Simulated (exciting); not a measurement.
# TaN (P-6m2) in exciting: equation of state

Aim: energy against volume of TaN in PBE, for its equilibrium volume and stiffness.

Everything below comes from runs of exciting (release sodium). Logs are shortened: lines on timing, memory, paths and dates and some standing lists are left out, and cuts for length are marked.

## Step 1: The crystal as given

Symmetry: P-6m2, No. 187, hexagonal system. Conventional cell: a = 2.938 Å, b = 2.938 Å, c = 2.883 Å, α = 90.00°, β = 90.00°, γ = 120.00°. Around Ta (site symmetry -6m2) lie 6 N at 2.23 Å. N (site symmetry -6m2) has 6 Ta at 2.23 Å as nearest neighbours.

## Step 2: Equation of state, PBE, 10.13 Å³/atom (volume scaled by 0.94)

The input, input.xml:

```xml
<input>
  <title>TaN</title>
  <structure speciespath="./" tshift="false">
    <crystal scale="1">
      <basevect>5.438677116289 0.000000000000 0.000000000000</basevect>
      <basevect>-2.719338558145 4.710032545708 0.000000000000</basevect>
      <basevect>0.000000000000 0.000000000000 5.336863895898</basevect>
    </crystal>
    <species speciesfile="Ta.xml" rmt="2.3">
      <atom coord="0.000000000000 0.000000000000 0.500000000000"/>
    </species>
    <species speciesfile="N.xml" rmt="1.45">
      <atom coord="0.666666666700 0.333333333300 0.000000000000"/>
    </species>
  </structure>
  <groundstate do="fromscratch" ngridk="10 10 9" rgkmax="7.5" gmaxvr="14" lmaxapw="10" lmaxmat="10" lmaxvr="8" xctype="GGA_PBE" stype="Fermi Dirac" swidth="0.00183747" nempty="14" ValenceRelativity="iora*" epsengy="1e-05" epspot="1e-05" maxscl="60" outputlevel="normal"/>
</input>
```

Potentials or basis: all-electron LAPW+lo, shipped species files, valence relativity iora*.

On the command line:

```sh
$ OMP_NUM_THREADS=1 exciting_smp
```

INFO.OUT:

```text
================================================================================
EXCITING SODIUM started
[... 10 lines left out ...]

 Lattice vectors (cartesian) :
      5.4386771163      0.0000000000      0.0000000000
     -2.7193385581      4.7100325457      0.0000000000
      0.0000000000      0.0000000000      5.3368638959

 Reciprocal lattice vectors (cartesian) :
      1.1552782364      0.6670002008     -0.0000000000
      0.0000000000      1.3340004015      0.0000000000
      0.0000000000     -0.0000000000      1.1773178836

 Unit cell volume                           :     136.7109533041
 Brillouin zone volume                      :       1.8144136036

 Species :    1 (Ta)
     parameters loaded from                 :    Ta.xml
     name                                   :    tantalum
     nuclear charge                         :     -73.00000000
     electronic charge                      :      73.00000000
     atomic mass                            :  329847.84330000
     muffin-tin radius                      :       2.30000000
     # of radial points in muffin-tin       :     450

     atomic positions (lattice) :
       1 :   0.00000000  0.00000000  0.50000000

 Species :    2 (N)
     parameters loaded from                 :    N.xml
     name                                   :    nitrogen
     nuclear charge                         :      -7.00000000
     electronic charge                      :       7.00000000
     atomic mass                            :   25532.72506000
     muffin-tin radius                      :       1.45000000
     # of radial points in muffin-tin       :     250

     atomic positions (lattice) :
       1 :   0.66666667  0.33333333  0.00000000

 Total number of atoms per unit cell        :       2

 Spin treatment                             :    spin-unpolarised

 Number of Bravais lattice symmetries       :      24
 Number of crystal symmetries               :      12

 k-point grid                               :      10   10    9
 Total number of k-points                   :     110
 k-point set is reduced with crystal symmetries

 R^MT_min * |G+k|_max (rgkmax)              :       7.50000000
 Species with R^MT_min                      :       2 (N)
 Maximum |G+k| for APW functions            :       5.17241379
 Maximum |G| for potential and density      :      14.00000000

 G-vector grid sizes                        :      25    25    24
 Total number of G-vectors                  :    6263

 Maximum angular momentum used for
     APW functions                          :      10
     computing H and O matrix elements      :      10
     potential and density                  :       8
     inner part of muffin-tin               :       2

 Total nuclear charge                       :     -80.00000000
 Total electronic charge                    :      80.00000000
 Total core charge                          :      48.00000000
 Total valence charge                       :      32.00000000

 Number of empty states                     :      14
 Total number of valence states             :      31

 Maximum Hamiltonian size                   :     363
 Maximum number of plane-waves              :     332
 Total number of local-orbitals             :      31

 Exchange-correlation type                  :      20
[... 23 lines left out ...]
+ SCF iteration number :    1                                                  +
++++++++++++++++++++++++++++++++++++++++++++++++++++++++++++++++++++++++++++++++
 Total energy                               :    -15664.14621113
 _______________________________________________________________
 Fermi energy                               :         0.61192131
 Kinetic energy                             :     17609.25370900
 Coulomb energy                             :    -32948.85244284
 Exchange energy                            :      -319.86776740
 Correlation energy                         :        -4.67970989

 DOS at Fermi energy (states/Ha/cell)       :         0.98434822

 Electron charges :
     core                                   :        48.00000000
     core leakage                           :         0.00001677
     valence                                :        32.00000000
     interstitial                           :         3.93961334
     charge in muffin-tin spheres :
                  atom     1    Ta          :        69.96260092
                  atom     2     N          :         6.09778574
     total charge in muffin-tins            :        76.06038666
     total charge                           :        80.00000000

++++++++++++++++++++++++++++++++++++++++++++++++++++++++++++++++++++++++++++++++
+ SCF iteration number :    2                                                  +
++++++++++++++++++++++++++++++++++++++++++++++++++++++++++++++++++++++++++++++++
 Total energy                               :    -15681.15266415
 _______________________________________________________________
 Fermi energy                               :         0.60018267
 Kinetic energy                             :     17597.50222736
 Coulomb energy                             :    -32953.99274558
 Exchange energy                            :      -319.96880178
 Correlation energy                         :        -4.69334414

 DOS at Fermi energy (states/Ha/cell)       :         0.57844693

 Electron charges :
     core                                   :        48.00000000
     core leakage                           :         0.00001663
     valence                                :        32.00000000
     interstitial                           :         4.05101761
     charge in muffin-tin spheres :
                  atom     1    Ta          :        70.31329784
                  atom     2     N          :         5.63568455
     total charge in muffin-tins            :        75.94898239
     total charge                           :        80.00000000

 RMS change in effective potential (target) :   2.77544      ( 0.100000E-04)
 Absolute change in total energy   (target) :   17.0065      ( 0.100000E-04)
 Charge distance                   (target) :  0.123016E-01  ( 0.100000E-04)

++++++++++++++++++++++++++++++++++++++++++++++++++++++++++++++++++++++++++++++++
+ SCF iteration number :    3                                                  +
++++++++++++++++++++++++++++++++++++++++++++++++++++++++++++++++++++++++++++++++
 Total energy                               :    -15682.84232986
 _______________________________________________________________
 Fermi energy                               :         0.60182901
 Kinetic energy                             :     17595.78887470
 Coulomb energy                             :    -32953.97928017
 Exchange energy                            :      -319.95583262
 Correlation energy                         :        -4.69609178

 DOS at Fermi energy (states/Ha/cell)       :         0.57949736

 Electron charges :
     core                                   :        48.00000000
     core leakage                           :         0.00001663
     valence                                :        32.00000000
     interstitial                           :         4.06736168
     charge in muffin-tin spheres :
                  atom     1    Ta          :        70.40013260
                  atom     2     N          :         5.53250573
     total charge in muffin-tins            :        75.93263832
     total charge                           :        80.00000000
[... 380 lines left out ...]
 DOS at Fermi energy (states/Ha/cell)       :         0.60160075

 Electron charges :
     core                                   :        48.00000000
     core leakage                           :         0.00001654
     valence                                :        32.00000000
     interstitial                           :         4.05989959
     charge in muffin-tin spheres :
                  atom     1    Ta          :        70.41415392
                  atom     2     N          :         5.52594649
     total charge in muffin-tins            :        75.94010041
     total charge                           :        80.00000000

 RMS change in effective potential (target) :  0.869072E-08  ( 0.100000E-04)
 Absolute change in total energy   (target) :  0.940332E-06  ( 0.100000E-04)
 Charge distance                   (target) :  0.250555E-08  ( 0.100000E-04)

++++++++++++++++++++++++++++++++++++++++++++++++++++++++++++++++++++++++++++++++
+ SCF iteration number :   18                                                  +
++++++++++++++++++++++++++++++++++++++++++++++++++++++++++++++++++++++++++++++++
 Total energy                               :    -15680.95738942
 _______________________________________________________________
 Fermi energy                               :         0.61718587
 Kinetic energy                             :     17596.86814760
 Coulomb energy                             :    -32953.18896365
 Exchange energy                            :      -319.94063621
 Correlation energy                         :        -4.69593716

 DOS at Fermi energy (states/Ha/cell)       :         0.60160073

 Electron charges :
     core                                   :        48.00000000
     core leakage                           :         0.00001654
     valence                                :        32.00000000
     interstitial                           :         4.05989959
     charge in muffin-tin spheres :
                  atom     1    Ta          :        70.41415391
                  atom     2     N          :         5.52594650
     total charge in muffin-tins            :        75.94010041
     total charge                           :        80.00000000

 RMS change in effective potential (target) :  0.147611E-07  ( 0.100000E-04)
 Absolute change in total energy   (target) :  0.975508E-06  ( 0.100000E-04)
 Charge distance                   (target) :  0.473907E-09  ( 0.100000E-04)

++++++++++++++++++++++++++++++++++++++++++++++++++++++++++++++++++++++++++++++++
| Convergency criteria checked for the last 2 iterations                       +
| Convergence targets achieved. Performing final SCF iteration                 +
++++++++++++++++++++++++++++++++++++++++++++++++++++++++++++++++++++++++++++++++
 Total energy                               :    -15680.95738840
 _______________________________________________________________
 Fermi energy                               :         0.61718587
 Kinetic energy                             :     17596.86814801
 Coulomb energy                             :    -32953.18896307
 Exchange energy                            :      -319.94063618
 Correlation energy                         :        -4.69593716

 DOS at Fermi energy (states/Ha/cell)       :         0.60160074

 Electron charges :
     core                                   :        48.00000000
     core leakage                           :         0.00001654
     valence                                :        32.00000000
     interstitial                           :         4.05989960
     charge in muffin-tin spheres :
                  atom     1    Ta          :        70.41415392
                  atom     2     N          :         5.52594649
     total charge in muffin-tins            :        75.94010040
     total charge                           :        80.00000000

++++++++++++++++++++++++++++++++++++++++++++++++++++++++++++++++++++++++++++++++
[... 9 lines left out ...]
| EXCITING SODIUM stopped                                                      =
================================================================================
```

Wall time 5.4 min (1 thread of Arm Neoverse V1, shared host); peak memory 0.12 GiB.

Results:

```
Free energy                                       : -426700.5885 eV
Band gap on the k mesh                            : none (metal or under the smearing width)
All electrons inside the program's atomic spheres : Ta 70.41; N 5.53 (radii Ta 2.3, N 1.45 bohr)
```

## Step 3: Equation of state, PBE, 10.56 Å³/atom (volume scaled by 0.98)

Changes to input.xml since step 2:

```diff
@@ -4,5 +4,5 @@
     <crystal scale="1">
-      <basevect>5.438677116289 0.000000000000 0.000000000000</basevect>
-      <basevect>-2.719338558145 4.710032545708 0.000000000000</basevect>
-      <basevect>0.000000000000 0.000000000000 5.336863895898</basevect>
+      <basevect>5.514752383460 0.000000000000 0.000000000000</basevect>
+      <basevect>-2.757376191635 4.775915659496 0.000000000000</basevect>
+      <basevect>0.000000000000 0.000000000000 5.411515017462</basevect>
     </crystal>
```

Potentials or basis: all-electron LAPW+lo, shipped species files, valence relativity iora*.

On the command line:

```sh
$ OMP_NUM_THREADS=1 exciting_smp
```

Run time: 5.8 min. Hardware: 1 thread of Arm Neoverse V1, shared host; peak memory 0.13 GiB.

The run converged. Its results:

- Free energy: -426700.7018 eV
- Band gap on the k mesh: none (metal or under the smearing width)
- All electrons inside the program's atomic spheres: Ta 70.33; N 5.49 (radii Ta 2.3, N 1.45 bohr)

## Step 4: Equation of state, PBE, 10.78 Å³/atom

Changes to input.xml since step 3:

```diff
@@ -4,5 +4,5 @@
     <crystal scale="1">
-      <basevect>5.514752383460 0.000000000000 0.000000000000</basevect>
-      <basevect>-2.757376191635 4.775915659496 0.000000000000</basevect>
-      <basevect>0.000000000000 0.000000000000 5.411515017462</basevect>
+      <basevect>5.552015354151 0.000000000000 0.000000000000</basevect>
+      <basevect>-2.776007677075 4.808186338860 0.000000000000</basevect>
+      <basevect>0.000000000000 0.000000000000 5.448080417296</basevect>
     </crystal>
```

On the command line:

```sh
$ OMP_NUM_THREADS=1 exciting_smp
```

Run time: 5.7 min. Hardware: 1 thread of Arm Neoverse V1, shared host; peak memory 0.13 GiB.

It converged, with:

- Free energy: -426700.7252 eV
- Band gap on the k mesh: none (metal or under the smearing width)
- All electrons inside the program's atomic spheres: Ta 70.29; N 5.48 (radii Ta 2.3, N 1.45 bohr)

## Step 5: Equation of state, PBE, 10.99 Å³/atom (volume scaled by 1.02)

Changes to input.xml since step 4:

```diff
@@ -4,5 +4,5 @@
     <crystal scale="1">
-      <basevect>5.552015354151 0.000000000000 0.000000000000</basevect>
-      <basevect>-2.776007677075 4.808186338860 0.000000000000</basevect>
-      <basevect>0.000000000000 0.000000000000 5.448080417296</basevect>
+      <basevect>5.588784739338 0.000000000000 0.000000000000</basevect>
+      <basevect>-2.794392369574 4.840029560475 0.000000000000</basevect>
+      <basevect>0.000000000000 0.000000000000 5.484161471632</basevect>
     </crystal>
```

On the command line:

```sh
$ OMP_NUM_THREADS=1 exciting_smp
```

It took 6 min on 1 thread of Arm Neoverse V1, shared host; peak memory 0.13 GiB.

Results (log left out):

```
Free energy                                       : -426700.7295 eV
Band gap on the k mesh                            : none (metal or under the smearing width)
All electrons inside the program's atomic spheres : Ta 70.25; N 5.46 (radii Ta 2.3, N 1.45 bohr)
```

## Step 6: Equation of state, PBE, 11.21 Å³/atom (volume scaled by 1.04)

Changes to input.xml since step 5:

```diff
@@ -4,5 +4,5 @@
     <crystal scale="1">
-      <basevect>5.588784739338 0.000000000000 0.000000000000</basevect>
-      <basevect>-2.794392369574 4.840029560475 0.000000000000</basevect>
-      <basevect>0.000000000000 0.000000000000 5.484161471632</basevect>
+      <basevect>5.625076566167 0.000000000000 0.000000000000</basevect>
+      <basevect>-2.812538283083 4.871459204566 0.000000000000</basevect>
+      <basevect>0.000000000000 0.000000000000 5.519773907526</basevect>
     </crystal>
```

Potentials or basis: all-electron LAPW+lo, shipped species files, valence relativity iora*.

On the command line:

```sh
$ OMP_NUM_THREADS=1 exciting_smp
```

It took 6.6 min on 1 thread of Arm Neoverse V1, shared host; peak memory 0.13 GiB.

It converged, with:

* Free energy: -426700.7165 eV
* Band gap on the k mesh: none (metal or under the smearing width)
* All electrons inside the program's atomic spheres: Ta 70.22; N 5.45 (radii Ta 2.3, N 1.45 bohr)

## Step 7: Equation of state, PBE, 11.42 Å³/atom (volume scaled by 1.06)

Changes to input.xml since step 6:

```diff
@@ -4,5 +4,5 @@
     <crystal scale="1">
-      <basevect>5.625076566167 0.000000000000 0.000000000000</basevect>
-      <basevect>-2.812538283083 4.871459204566 0.000000000000</basevect>
-      <basevect>0.000000000000 0.000000000000 5.519773907526</basevect>
+      <basevect>5.660906045421 0.000000000000 0.000000000000</basevect>
+      <basevect>-2.830453022616 4.902488443660 0.000000000000</basevect>
+      <basevect>0.000000000000 0.000000000000 5.554932650981</basevect>
     </crystal>
```

On the command line:

```sh
$ OMP_NUM_THREADS=1 exciting_smp
```

Wall time 6.8 min (1 thread of Arm Neoverse V1, shared host); peak memory 0.13 GiB.

Results (log left out):

```yaml
Free_energy: -426700.6881 eV
Band_gap_on_the_k_mesh: none (metal or under the smearing width)
All_electrons_inside_the_program's_atomic_spheres: Ta 70.18; N 5.43 (radii Ta 2.3, N 1.45 bohr)
```

## Step 8: Equation of state, PBE

Potentials or basis: all-electron LAPW+lo, shipped species files, valence relativity iora*.

No new run: the results of the series are fitted here.

Results:

```
Equilibrium volume                        : 10.93 Å³/atom
Bulk modulus at fixed shape and positions : 334 GPa
Pressure derivative of the bulk modulus   : 4.4
```

Energy against volume, from the lowest point:
```csv
volume (Å³/atom),energy (meV/atom)
10.129,70.51
10.560,13.87
10.776,2.16
10.991,0.00
11.207,6.47
11.422,20.70
```

Caveat: the cell was scaled at fixed shape and fractional positions, which overstates the stiffness of a crystal with free parameters, most of all of layers and chains.
